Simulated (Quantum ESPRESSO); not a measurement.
# Au: Wannier functions under several settings

```
Au
1.0
     2.90000    0.00000    0.00000
    -1.45000    2.51147    0.00000
     0.00000    0.00000    4.88000
Au
2
Direct
  0.66667 0.33333 0.25000
  0.33333 0.66667 0.75000
```

This isn't the form of Au at room conditions, which is fcc.

All runs used Quantum ESPRESSO 7.5; potentials PseudoDojo 0.4.1 SR LDA standard; k mesh 9 × 9 × 5; given cell; no spin polarisation; cutoff 871 eV; occupations fermi-dirac, width 0.05 eV.

| level | start | Wannier mesh | spread a function (Å²) | RMS miss of the bands (meV) |
| --- | --- | --- | --- | --- |
| LDA | atomic projections with disentanglement | 7 × 7 × 4 | 1.17 | 6 |
| LDA | atomic projections with disentanglement, not minimised | 7 × 7 × 4 | 1.55 | 6 |
| LDA | SCDM with an erfc weight | 7 × 7 × 4 | ? | ? |

Task: What stands in the row left open?

Result: Spread a function 2.52 Å²; RMS miss of the bands 36 meV.

Caveats: the Wannier minimisation didn't converge (some runs).

